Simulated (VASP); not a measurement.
## Mg: single point with PBE

Mg:

```
Mg
1.0
     3.18773    0.00000    0.00000
    -1.59387    2.76066    0.00000
     0.00000    0.00000    5.17536
Mg
2
Direct
  0.33333 0.66667 0.25000
  0.66667 0.33333 0.75000
```

The cell isn't the ideal one: volume scaled by 0.98.

- Program: VASP 6.6.1
- Task: single point
- Functional: PBE
- Potentials or basis: VASP PAW PBE potentials, release 64 (Mg)
- Cutoff: 520 eV
- k mesh: 12 × 12 × 7
- Occupations: fermi-dirac, width 0.08 eV
- Spin: no spin polarisation
- Dipole correction: no
- Further INCAR settings: ALGO = Normal; EDIFF = 1e-06; NBANDS = 9

| Property | Result |
| --- | --- |
| Pressure | 0.1 GPa |
| Band gap on the k mesh | none (metal or under the smearing width) |

Stress tensor (GPa, compression positive):
```
 0.41  0.00  0.00
 0.00  0.41  0.00
 0.00  0.00 -0.39
```

Levels at points of the mesh, in eV from the Fermi level:
```tsv
k point	band 1	band 2	band 3	band 4	band 5	band 6	band 7
(0.00, 0.00, 0.00)	-6.92	-1.66	-1.20	11.03	11.03	11.16	11.16
(0.50, 0.00, 0.00)	-2.11	-2.10	2.72	3.07	3.35	3.75	6.96
```

Wall time 11 s on 1 thread of AMD EPYC 9R45 (Zen 5), on a shared host, peak memory 0.14 GiB.
